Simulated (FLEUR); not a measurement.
# PbSe (Clausthalite) (Fm-3m) in FLEUR: band structure with r2SCAN

Aim: the band structure of PbSe (Clausthalite) with r2SCAN.

Everything below comes from runs of FLEUR MaX-R8.1 (later development tree). Logs are shortened: lines on timing, memory, paths and dates and some standing lists are left out, and cuts for length are marked.

**What was measured.**

A printed reference work, monograph reports, for a bulk crystal of PbSe at 300 K: band gap 0.28 eV (direct).

The results are compared with them further down.

## (1) The structure

Symmetry: Fm-3m, No. 225, cubic system. The conventional cell has a = 6.121 Å, b = 6.121 Å, c = 6.121 Å, α = 90.00°, β = 90.00°, γ = 90.00°. Pb (site symmetry m-3m) has 6 Se at 3.06 Å as nearest neighbours. Se (site symmetry m-3m) is surrounded by 6 Pb at 3.06 Å.

## (2) Band structure, r2SCAN

inp.xml reads:

```xml
<?xml version="1.0" encoding="UTF-8" standalone="no"?>
<fleurInput fleurInputVersion="0.39">
   <comment>
      PbSe                                                                                                
   </comment>
   <calculationSetup>
      <cutoffs Kmax="4.1" Gmax="12.7" GmaxXC="12.7" numbands="0"/>
      <scfLoop itmax="80" minDistance="0.0001" maxIterBroyd="30" imix="Anderson" alpha="0.05" precondParam="0.0" spinf="2.0" sdNocoIR="T"/>
      <coreElectrons ctail="F" frcor="F" kcrel="0" coretail_lmax="0"/>
      <xcFunctional name="LibXC" relativisticCorrections="F">
         <LibXCName exchange="mgga_x_r2scan" correlation="mgga_c_r2scan"/>
         <AuxGGA exchange="117" correlation="130"/>
      </xcFunctional>
      <magnetism jspins="1"/>
      <soc l_soc="F" theta="0.0" phi="0.0" spav="F"/>
      <expertModes spex="0" secvar="F"/>
      <geometryOptimization l_f="F" forcealpha="1.0" forcemix="BFGS" epsdisp="0.00001" epsforce="0.00001"/>
      <ldaU l_linMix="F" mixParam="0.05" spinf="1.0"/>
   </calculationSetup>
   <cell>
      <bzIntegration valenceElectrons="36.0" mode="hist" fermiSmearingEnergy="0.00183747">
         <kPointListSelection listName="default-1"/>
         <!-- k-points included here -->
[... 35 lines left out ...]
            <stateOccupation state="(4p1/2)" spinUp="0.666667" spinDown="0.666667"/>
            <stateOccupation state="(4p3/2)" spinUp="1.333333" spinDown="1.333333"/>
         </electronConfig>
         <energyParameters s="4" p="4" d="4" f="4"/>
         <lo type="SCLO" l="2" n="3" eDeriv="0"/>
         <lo type="SCLO" l="0" n="4" eDeriv="2"/>
         <lo type="SCLO" l="1" n="4" eDeriv="2"/>
         <lo type="SCLO" l="3" n="4" eDeriv="2"/>
      </species>
   </atomSpecies>
   <atomGroups>
      <atomGroup species="Lead (Pb)">
         <relPos label="                   1">.0000000000 .0000000000 .0000000000</relPos>
         <force calculate="T" relaxXYZ="TTT"/>
      </atomGroup>
      <atomGroup species="Selenium (Se)">
         <relPos label="                   2">1.000/2.000 1.000/2.000 1.000/2.000</relPos>
         <force calculate="T" relaxXYZ="TTT"/>
      </atomGroup>
   </atomGroups>
   <output dos="F" band="F" slice="F">
      <checks vchk="F" cdinf="F"/>
      <bandDOS minEnergy="-.5*Htr" maxEnergy="0.5*Htr" sigma="0.015" storeEVData="T"/>
      <vacuumDOS vacdos="F" integ="F" star="F" nstars="0" locx1="0.0" locy1="0.0" locx2="0.0" locy2="0.0" nstm="0" tworkf="0.0"/>
      <unfoldingBand unfoldBand="F" supercellX="1" supercellY="1" supercellZ="1"/>
      <plotting iplot="0" polar="F">
         <plot TwoD="T" vec1="  1.0  0.0  0.0" vec2="  0.0  1.0  0.0" vec3="  0.0  0.0  1.0" zero="  0.0  0.0  0.0" file="plot"/>
      </plotting>
      <chargeDensitySlicing numkpt="0" minEigenval="0.0" maxEigenval="0.0" nnne="0" pallst="F"/>
      <specialOutput eonly="F"/>
      <moessbauerParams electricFieldGradient="T" isomerShift="T" coreHyperfine="T" valenceHyperfine="T"/>
      <magneticCircularDichroism mcd="F" energyLo="-10.0" energyUp="0.0"/>
   </output>
  <!-- We include the file relax.xml here to enable relaxations (see documentation) -->
  <xi:include xmlns:xi="http://www.w3.org/2001/XInclude" href="relax.xml"> <xi:fallback/> </xi:include>
</fleurInput>
```

crystal.txt reads:

```
PbSe
&input cartesian=F /
0.0000000000  3.0606500000  3.0606500000
3.0606500000  0.0000000000  3.0606500000
3.0606500000  3.0606500000  0.0000000000
1.8897261246
1.0 1.0 1.0

2
82 0.0000000000  0.0000000000  0.0000000000
34 0.5000000000  0.5000000000  0.5000000000

&kpt div1=8 div2=8 div3=8 gamma=T /
```

inp.xml (bands) reads:

```
<?xml version="1.0" encoding="UTF-8" standalone="no"?>
<fleurInput fleurInputVersion="0.39">
   <comment>
      PbSe                                                                                                
   </comment>
   <calculationSetup>
      <cutoffs Kmax="4.1" Gmax="12.7" GmaxXC="12.7" numbands="0"/>
      <scfLoop itmax="80" minDistance="0.0001" maxIterBroyd="30" imix="Anderson" alpha="0.05" precondParam="0.0" spinf="2.0" sdNocoIR="T"/>
      <coreElectrons ctail="F" frcor="F" kcrel="0" coretail_lmax="0"/>
      <xcFunctional name="LibXC" relativisticCorrections="F">
         <LibXCName exchange="mgga_x_r2scan" correlation="mgga_c_r2scan"/>
         <AuxGGA exchange="117" correlation="130"/>
      </xcFunctional>
      <magnetism jspins="1"/>
      <soc l_soc="F" theta="0.0" phi="0.0" spav="F"/>
      <expertModes spex="0" secvar="F"/>
      <geometryOptimization l_f="F" forcealpha="1.0" forcemix="BFGS" epsdisp="0.00001" epsforce="0.00001"/>
      <ldaU l_linMix="F" mixParam="0.05" spinf="1.0"/>
   </calculationSetup>
   <cell>
      <bzIntegration valenceElectrons="36.0" mode="hist" fermiSmearingEnergy="0.00183747">
         <kPointListSelection listName="path-1"/>
         <!-- k-points included here -->
         <xi:include xmlns:xi="http://www.w3.org/2001/XInclude" href="kpts.xml"> </xi:include>
[... 34 lines left out ...]
            <stateOccupation state="(4p1/2)" spinUp="0.666667" spinDown="0.666667"/>
            <stateOccupation state="(4p3/2)" spinUp="1.333333" spinDown="1.333333"/>
         </electronConfig>
         <energyParameters s="4" p="4" d="4" f="4"/>
         <lo type="SCLO" l="2" n="3" eDeriv="0"/>
         <lo type="SCLO" l="0" n="4" eDeriv="2"/>
         <lo type="SCLO" l="1" n="4" eDeriv="2"/>
         <lo type="SCLO" l="3" n="4" eDeriv="2"/>
      </species>
   </atomSpecies>
   <atomGroups>
      <atomGroup species="Lead (Pb)">
         <relPos label="                   1">.0000000000 .0000000000 .0000000000</relPos>
         <force calculate="T" relaxXYZ="TTT"/>
      </atomGroup>
      <atomGroup species="Selenium (Se)">
         <relPos label="                   2">1.000/2.000 1.000/2.000 1.000/2.000</relPos>
         <force calculate="T" relaxXYZ="TTT"/>
      </atomGroup>
   </atomGroups>
   <output dos="F" band="T" slice="F">
      <checks vchk="F" cdinf="F"/>
      <bandDOS minEnergy="-.5*Htr" maxEnergy="0.5*Htr" sigma="0.015" storeEVData="T"/>
      <vacuumDOS vacdos="F" integ="F" star="F" nstars="0" locx1="0.0" locy1="0.0" locx2="0.0" locy2="0.0" nstm="0" tworkf="0.0"/>
      <unfoldingBand unfoldBand="F" supercellX="1" supercellY="1" supercellZ="1"/>
      <plotting iplot="0" polar="F">
         <plot TwoD="T" vec1="  1.0  0.0  0.0" vec2="  0.0  1.0  0.0" vec3="  0.0  0.0  1.0" zero="  0.0  0.0  0.0" file="plot"/>
      </plotting>
      <chargeDensitySlicing numkpt="0" minEigenval="0.0" maxEigenval="0.0" nnne="0" pallst="F"/>
      <specialOutput eonly="F"/>
      <moessbauerParams electricFieldGradient="T" isomerShift="T" coreHyperfine="T" valenceHyperfine="T"/>
      <magneticCircularDichroism mcd="F" energyLo="-10.0" energyUp="0.0"/>
   </output>
  <!-- We include the file relax.xml here to enable relaxations (see documentation) -->
  <xi:include xmlns:xi="http://www.w3.org/2001/XInclude" href="relax.xml"> <xi:fallback/> </xi:include>
</fleurInput>
```

Potentials or basis: all-electron, FLAPW.

The run is started by

```console
$ inpgen -f crystal.txt -profile fastHighL
$ # inp.xml edited to the form shown
$ fleur_MPI
$ fleur_MPI   # second run, on inp.xml (bands)
```

What it wrote:

```text
Welcome to FLEUR        (www.flapw.de)
      MaX-Release 8.1          (www.max-centre.eu)
 func_ids         498         497         498         497
 MetaGGA potential functional detected - V_tau will be computed
 Auxiliary Potential for radial basis: exchange=         117  correlation=         130
The functional 'Re-regularized SCAN exchange by Furness et al' is an exchange functional, it belongs to the 'MGGA' family and is defined in the reference(s):
[1] J. W. Furness, A. D. Kaplan, J. Ning, J. P. Perdew, and J. Sun.,  J. Phys. Chem. Lett. 11, 8208-8215 (2020)
[2] J. W. Furness, A. D. Kaplan, J. Ning, J. P. Perdew, and J. Sun.,  J. Phys. Chem. Lett. 11, 9248-9248 (2020)
The functional 'Re-regularized SCAN correlation by Furness et al' is a correlation functional, it belongs to the 'MGGA' family and is defined in the reference(s):
[1] J. W. Furness, A. D. Kaplan, J. Ning, J. P. Perdew, and J. Sun.,  J. Phys. Chem. Lett. 11, 8208-8215 (2020)
[2] J. W. Furness, A. D. Kaplan, J. Ning, J. P. Perdew, and J. Sun.,  J. Phys. Chem. Lett. 11, 9248-9248 (2020)
 Using same functional for VXC and EXC

 ========== k-point set info ==========
 Selected k-point list: default-1
 k-point list type: mesh
 8 x 8 x 8
 Number of k points: 29

 ------------Calculation Setup---------------------------
 Number of MPI-tasks      :            1
 Number of PE/node        :            1
 Number of OMP-threads    :            1
 Most efficient MPI parallelization for:
           1          29
 Additional eigenvalue parallelization possible
 Number of basis functions:          534
 Approximate size of matrices (H+S) per k-point:         0.004 GB
 --------------------------------------------------------
The functional 'Hammer, Hansen, and Norskov' is an exchange functional, it belongs to the 'GGA' family and is defined in the reference(s):
[1] B. Hammer, L. B. Hansen, and J. K. Nørskov.,  Phys. Rev. B 59, 7413 (1999)
The functional 'Perdew, Burke & Ernzerhof' is a correlation functional, it belongs to the 'GGA' family and is defined in the reference(s):
[1] J. P. Perdew, K. Burke, and M. Ernzerhof.,  Phys. Rev. Lett. 77, 3865 (1996)
[2] J. P. Perdew, K. Burke, and M. Ernzerhof.,  Phys. Rev. Lett. 78, 1396 (1997)
 Using same functional for VXC and EXC
 Using auxiliary GGA potential for the first iteration of MetaGGA calculation.
 Reset of history
 Reset of history
 Iteration:     1   Distance:      41.72508100 me/bohr^3
The functional 'Hammer, Hansen, and Norskov' is an exchange functional, it belongs to the 'GGA' family and is defined in the reference(s):
[1] B. Hammer, L. B. Hansen, and J. K. Nørskov.,  Phys. Rev. B 59, 7413 (1999)
The functional 'Perdew, Burke & Ernzerhof' is a correlation functional, it belongs to the 'GGA' family and is defined in the reference(s):
[1] J. P. Perdew, K. Burke, and M. Ernzerhof.,  Phys. Rev. Lett. 77, 3865 (1996)
[2] J. P. Perdew, K. Burke, and M. Ernzerhof.,  Phys. Rev. Lett. 78, 1396 (1997)
 Using same functional for VXC and EXC
 Iteration:     2   Distance:      39.61476279 me/bohr^3
The functional 'Hammer, Hansen, and Norskov' is an exchange functional, it belongs to the 'GGA' family and is defined in the reference(s):
[1] B. Hammer, L. B. Hansen, and J. K. Nørskov.,  Phys. Rev. B 59, 7413 (1999)
The functional 'Perdew, Burke & Ernzerhof' is a correlation functional, it belongs to the 'GGA' family and is defined in the reference(s):
[1] J. P. Perdew, K. Burke, and M. Ernzerhof.,  Phys. Rev. Lett. 77, 3865 (1996)
[2] J. P. Perdew, K. Burke, and M. Ernzerhof.,  Phys. Rev. Lett. 78, 1396 (1997)
 Using same functional for VXC and EXC
 Iteration:     3   Distance:      37.57675501 me/bohr^3
The functional 'Hammer, Hansen, and Norskov' is an exchange functional, it belongs to the 'GGA' family and is defined in the reference(s):
[1] B. Hammer, L. B. Hansen, and J. K. Nørskov.,  Phys. Rev. B 59, 7413 (1999)
The functional 'Perdew, Burke & Ernzerhof' is a correlation functional, it belongs to the 'GGA' family and is defined in the reference(s):
[1] J. P. Perdew, K. Burke, and M. Ernzerhof.,  Phys. Rev. Lett. 77, 3865 (1996)
[2] J. P. Perdew, K. Burke, and M. Ernzerhof.,  Phys. Rev. Lett. 78, 1396 (1997)
 Using same functional for VXC and EXC
 Iteration:     4   Distance:       7.55472479 me/bohr^3
The functional 'Hammer, Hansen, and Norskov' is an exchange functional, it belongs to the 'GGA' family and is defined in the reference(s):
[1] B. Hammer, L. B. Hansen, and J. K. Nørskov.,  Phys. Rev. B 59, 7413 (1999)
The functional 'Perdew, Burke & Ernzerhof' is a correlation functional, it belongs to the 'GGA' family and is defined in the reference(s):
[1] J. P. Perdew, K. Burke, and M. Ernzerhof.,  Phys. Rev. Lett. 77, 3865 (1996)
[2] J. P. Perdew, K. Burke, and M. Ernzerhof.,  Phys. Rev. Lett. 78, 1396 (1997)
 Using same functional for VXC and EXC
 Iteration:     5   Distance:       1.32104791 me/bohr^3
The functional 'Hammer, Hansen, and Norskov' is an exchange functional, it belongs to the 'GGA' family and is defined in the reference(s):
[1] B. Hammer, L. B. Hansen, and J. K. Nørskov.,  Phys. Rev. B 59, 7413 (1999)
The functional 'Perdew, Burke & Ernzerhof' is a correlation functional, it belongs to the 'GGA' family and is defined in the reference(s):
[1] J. P. Perdew, K. Burke, and M. Ernzerhof.,  Phys. Rev. Lett. 77, 3865 (1996)
[2] J. P. Perdew, K. Burke, and M. Ernzerhof.,  Phys. Rev. Lett. 78, 1396 (1997)
 Using same functional for VXC and EXC
 Iteration:     6   Distance:       0.97911369 me/bohr^3
The functional 'Hammer, Hansen, and Norskov' is an exchange functional, it belongs to the 'GGA' family and is defined in the reference(s):
[1] B. Hammer, L. B. Hansen, and J. K. Nørskov.,  Phys. Rev. B 59, 7413 (1999)
The functional 'Perdew, Burke & Ernzerhof' is a correlation functional, it belongs to the 'GGA' family and is defined in the reference(s):
[1] J. P. Perdew, K. Burke, and M. Ernzerhof.,  Phys. Rev. Lett. 77, 3865 (1996)
[2] J. P. Perdew, K. Burke, and M. Ernzerhof.,  Phys. Rev. Lett. 78, 1396 (1997)
 Using same functional for VXC and EXC
[... 33 lines left out ...]
[2] J. P. Perdew, K. Burke, and M. Ernzerhof.,  Phys. Rev. Lett. 78, 1396 (1997)
 Using same functional for VXC and EXC
 Iteration:    12   Distance:       0.01201210 me/bohr^3
The functional 'Hammer, Hansen, and Norskov' is an exchange functional, it belongs to the 'GGA' family and is defined in the reference(s):
[1] B. Hammer, L. B. Hansen, and J. K. Nørskov.,  Phys. Rev. B 59, 7413 (1999)
The functional 'Perdew, Burke & Ernzerhof' is a correlation functional, it belongs to the 'GGA' family and is defined in the reference(s):
[1] J. P. Perdew, K. Burke, and M. Ernzerhof.,  Phys. Rev. Lett. 77, 3865 (1996)
[2] J. P. Perdew, K. Burke, and M. Ernzerhof.,  Phys. Rev. Lett. 78, 1396 (1997)
 Using same functional for VXC and EXC
 Iteration:    13   Distance:       0.00374831 me/bohr^3
The functional 'Hammer, Hansen, and Norskov' is an exchange functional, it belongs to the 'GGA' family and is defined in the reference(s):
[1] B. Hammer, L. B. Hansen, and J. K. Nørskov.,  Phys. Rev. B 59, 7413 (1999)
The functional 'Perdew, Burke & Ernzerhof' is a correlation functional, it belongs to the 'GGA' family and is defined in the reference(s):
[1] J. P. Perdew, K. Burke, and M. Ernzerhof.,  Phys. Rev. Lett. 77, 3865 (1996)
[2] J. P. Perdew, K. Burke, and M. Ernzerhof.,  Phys. Rev. Lett. 78, 1396 (1997)
 Using same functional for VXC and EXC
 Iteration:    14   Distance:       0.00061552 me/bohr^3
The functional 'Hammer, Hansen, and Norskov' is an exchange functional, it belongs to the 'GGA' family and is defined in the reference(s):
[1] B. Hammer, L. B. Hansen, and J. K. Nørskov.,  Phys. Rev. B 59, 7413 (1999)
The functional 'Perdew, Burke & Ernzerhof' is a correlation functional, it belongs to the 'GGA' family and is defined in the reference(s):
[1] J. P. Perdew, K. Burke, and M. Ernzerhof.,  Phys. Rev. Lett. 77, 3865 (1996)
[2] J. P. Perdew, K. Burke, and M. Ernzerhof.,  Phys. Rev. Lett. 78, 1396 (1997)
 Using same functional for VXC and EXC
 Iteration:    15   Distance:       0.00041653 me/bohr^3
The functional 'Hammer, Hansen, and Norskov' is an exchange functional, it belongs to the 'GGA' family and is defined in the reference(s):
[1] B. Hammer, L. B. Hansen, and J. K. Nørskov.,  Phys. Rev. B 59, 7413 (1999)
The functional 'Perdew, Burke & Ernzerhof' is a correlation functional, it belongs to the 'GGA' family and is defined in the reference(s):
[1] J. P. Perdew, K. Burke, and M. Ernzerhof.,  Phys. Rev. Lett. 77, 3865 (1996)
[2] J. P. Perdew, K. Burke, and M. Ernzerhof.,  Phys. Rev. Lett. 78, 1396 (1997)
 Using same functional for VXC and EXC
 Iteration:    16   Distance:       0.00006892 me/bohr^3

 ********************************************************************
 Run finished successfully
 Stop message:
   all done
 ********************************************************************
```

It took 48 s on 1 thread of Intel Xeon 6975P-C (Granite Rapids), shared host; peak memory 0.09 GiB.

What came out:

```yaml
Free_energy: -635566.5441 eV
Band_gap_on_the_k_mesh: 0.58 eV, direct
Band_gap_along_the_path: 0.58 eV, direct
Valence_electrons_inside_the_program's_atomic_spheres: Pb 17.90; Se 14.67 (radii Pb 2.66, Se 2.46 bohr)
```

Levels at the corners of the path, in eV from the valence-band top:
```csv
point,band 15,band 16,band 17,band 18,band 19,band 20,band 21,band 22
Γ,-6.35,-2.04,-2.04,-2.04,5.05,5.05,5.05,6.98
X,-7.55,-5.16,-3.40,-3.40,4.00,6.00,6.00,6.48
W,-8.24,-4.39,-4.39,-0.89,2.17,5.29,5.29,8.19
K,-8.26,-4.74,-2.87,-2.47,3.69,4.30,5.82,6.23
Γ,-6.35,-2.04,-2.04,-2.04,5.05,5.05,5.05,6.98
L,-9.07,-1.61,-1.61,0.00,0.58,1.92,1.92,9.04
U,-8.26,-4.74,-2.87,-2.47,3.69,4.30,5.82,6.23
W,-8.24,-4.39,-4.39,-0.89,2.17,5.29,5.29,8.19
L,-9.07,-1.61,-1.61,0.00,0.58,1.92,1.92,9.04
K,-8.26,-4.74,-2.87,-2.47,3.69,4.30,5.82,6.23
U,-8.26,-4.74,-2.87,-2.47,3.69,4.30,5.82,6.23
X,-7.55,-5.16,-3.40,-3.40,4.00,6.00,6.00,6.48
```

Core levels (eV from the Fermi level):
```
atom                                                                                                                                                                                                                                                     levels
1 Pb  1s1/2 -87981.8, 2s1/2 -15719.6, 2p1/2 -15092.6, 2p3/2 -12902.7, 3s1/2 -3770.2, 3p1/2 -3488.0, 3p3/2 -2999.3, 4s1/2 -850.7, 3d3/2 -2536.9, 3d5/2 -2432.9, 4p1/2 -728.6, 4p3/2 -609.0, 4d3/2 -410.6, 4d5/2 -388.3, 4f5/2 -131.4, 4f7/2 -126.4, 5s1/2 -139.7
2 Se                                                                                                                                                      1s1/2 -12495.8, 2s1/2 -1600.4, 2p1/2 -1434.7, 2p3/2 -1392.9, 3s1/2 -207.4, 3p1/2 -150.7, 3p3/2 -144.9
```

Caveat: the meta-GGA is that of a development version, with a GGA for the radial functions and cores and without core tails; spin-orbit coupling is left out, which as a rule narrows the gap of such compounds by several tenths of an eV.

## (3) Against experiment

Step 2. Measured gap of PbSe: 0.28 eV (direct; 300 K; a printed reference work, monograph). This calculation gives 0.58 eV (+0.30 eV). 2 values of this kind are on record (0.15 to 0.28 eV); this one was drawn at random. Spin-orbit coupling on Pb, Se is left out. The value is that of r2SCAN, without temperature or zero-point motion.
